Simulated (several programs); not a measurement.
**What each method gives for SrO (CsCl type)**

SrO built on the CsCl prototype, relaxed with r2SCAN in Ansatz, was computed with several methods. It is cubic, Pm-3m (No. 221); a = 3.103 Å in the conventional setting, 14.94 Å³ an atom. Around Sr lie 8 O at 2.69 Å; around O lie 8 Sr at 2.69 Å. The calculation is spin-unpolarised, and the structure need not be a phase that has been made.

Space group Pm-3m (No. 221). a = 3.103 Å, b = 3.103 Å, c = 3.103 Å, α = 90.00°, β = 90.00°, γ = 90.00°

| atom | site | symmetry | x | y | z |
| --- | --- | --- | --- | --- | --- |
| Sr | 1a | m-3m | 0.0000 | 0.0000 | 0.0000 |
| O | 1b | m-3m | 0.5000 | 0.5000 | 0.5000 |

Gaps and times are for a single point on this cell; volume and bulk modulus come from each method's own relaxation or energy curve at fixed shape. Times are rough, from shared hosts (Arm Neoverse V1; Arm Neoverse V2), and each method has its own mesh and cell size. A dagger marks a closed or tiny gap in a crystal that DFT finds insulating: a failure of the method or a wrong SCF state. PM6 (MOPAC), PM7 (MOPAC), GFN1-xTB (tblite), GFN2-xTB (tblite) treat a cluster of cells at its zone centre, which samples few k points: where these miss a band edge, the gap comes out too large for that reason alone. Gaps from k meshes are read at a limited set of points (mesh, symmetry points, PBE's band edges), so each method's own least gap may be somewhat smaller. xTB and the PM methods were fitted mostly to molecules, and can miss a solid's gap by electronvolts. Minimal bases can be far off for gaps. Times of the plane-wave ladder aren't listed, since it ran on unlike processors and cards. GLLB-SC's gap includes the derivative discontinuity. d marks a direct gap, i an indirect one (no mark: not told apart), a dash a value that wasn't computed or didn't pass its checks.

```
                              method              kind  gap (eV)  own volume (Å³/atom)  bulk modulus (GPa)  atoms computed  processor time
                              PBEsol         semilocal         –                 14.60                   –               2               –
light PBE (260 eV and a coarse mesh)  light plane-wave    2.75 d                     –                   –               2          0.54 s
                                 LDA         semilocal    2.67 i                 14.04                   –               2               –
                                 PBE         semilocal    2.80 i                 15.38                  88               2               –
                         PM7 (MOPAC)    semi-empirical      5.98                     –                   –         cluster           2.3 s
                              r2SCAN         semilocal    3.31 i                 14.94                 102               2               –
                      GLLB-SC (GPAW)   model potential      6.15                     –                   –               2           5.2 s
                   GFN1-xTB (tblite)     tight binding      7.22                     –                   –         cluster           5.4 s
                      PBE/SZV (CP2K)       small basis    1.13 i                     –                   –               2           5.5 s
                             PBE+SOC         semilocal    2.81 i                     –                   –               2               –
                   GFN2-xTB (tblite)     tight binding     0.00†                 15.62                  85         cluster           6.2 s
                         PM6 (MOPAC)    semi-empirical      3.04                     –                   –         cluster           8.4 s
                     PBE/DZVP (CP2K)       small basis    2.63 i                 15.67                  90               2            11 s
                               HSE06            hybrid    4.33 i                 14.90                   –               2               –
                                PBE0            hybrid    5.06 i                     –                   –               2               –
                            DDH-PBE0            hybrid    4.82 i                     –                   –               2               –
                           HSE06+SOC            hybrid    4.32 i                     –                   –               2               –
                             r2SCANh            hybrid    4.14 i                     –                   –               2               –
                             r2SCAN0            hybrid    5.42 i                     –                   –               2               –
              PBE/single zeta (GPAW)       small basis    2.36 i                     –                   –               2            86 s
```

Against HSE06 (4.33 eV) and with closed or daggered gaps left aside, the nearest gap at the points sampled is that of HSE06+SOC (-0.01 eV) and the farthest that of PBE/SZV (CP2K) (-3.20 eV). HSE06 is only a yardstick of convenience: for gaps this wide it usually falls short of measured ones, so a larger value can be the better one.

Volumes against r2SCAN's: PBEsol -2.2 %, LDA -6.0 %, PBE +3.0 %, GFN2-xTB (tblite) +4.6 %, PBE/DZVP (CP2K) +4.9 %, HSE06 -0.3 %.

Only the rows marked +SOC include spin-orbit coupling.
